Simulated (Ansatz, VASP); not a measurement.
## Zr: VASP beside Ansatz

INCAR

```
PREC = Accurate
ENCUT = 520
EDIFF = 1E-7
ISMEAR = -1
SIGMA = 0.1
LREAL = False
LASPH = True
NELM = 60
ALGO = Normal
ISIF = 2
LWAVE = False
LCHARG = False
GGA = CA
NBANDS = 19
```

KPOINTS

```
Automatic mesh
0
Gamma
  14 14 8
```

POSCAR

```
Zr
1.0
    2.2924454170      0.0000000000      0.0000000000
   -1.1462227085      1.9853159679      0.0000000000
    0.0000000000      0.0000000000      3.8308221853
Zr
2
Direct
    0.3333333333      0.6666666667      0.2500000000
    0.6666666667      0.3333333333      0.7500000000
```

Input for Ansatz:

```yaml
crystal:
  lattice:
    - [2.292445417, 0.0, 0.0]
    - [-1.1462227085, 1.9853159679, 0.0]
    - [0.0, 0.0, 3.8308221853]
  atoms:
    - { symbol: Zr, position: [0.3333333333, 0.6666666667, 0.25] }
    - { symbol: Zr, position: [0.6666666667, 0.3333333333, 0.75] }
kpoints:
  mp_grid: { grid: [14, 14, 8] }
scf:
  occupations: { method: fermi_dirac, width: 0.1 }
hamiltonian:
  xc: lda
  pseudopotentials: { kind: paw }
output:
  forces: true
  stress: true
  eigenvalues: true
basis:
  ecutwfc: 600
```

Change from the starting cell: volume scaled by 0.4, PAW files, ecut 600.

Alike in both runs: task single point; functional LDA; k mesh 14 × 14 × 8; occupations fermi-dirac, width 0.1 eV; no spin polarisation.

```csv
,VASP,Ansatz
version,VASP 6.6.1,Ansatz 0.2.0
potentials or method,"VASP PAW LDA potentials, release 64 (Zr_sv)","PAW with Ansatz's default frozen-core files, scalar-relativistic"
plane-wave cutoff (eV),520,600
valence electrons in the cell,24,24
```

```tsv
	VASP	Ansatz	Ansatz less VASP
pressure (GPa)	462.8	455.5	-7.34
largest component of the traceless stress (GPa)	0.20	0.29	+0.085
```

Caveats: the cell as given lies far from equilibrium; so large a pressure means that the cell lies far from this level's equilibrium, or that cutoff or potentials fall short (VASP).
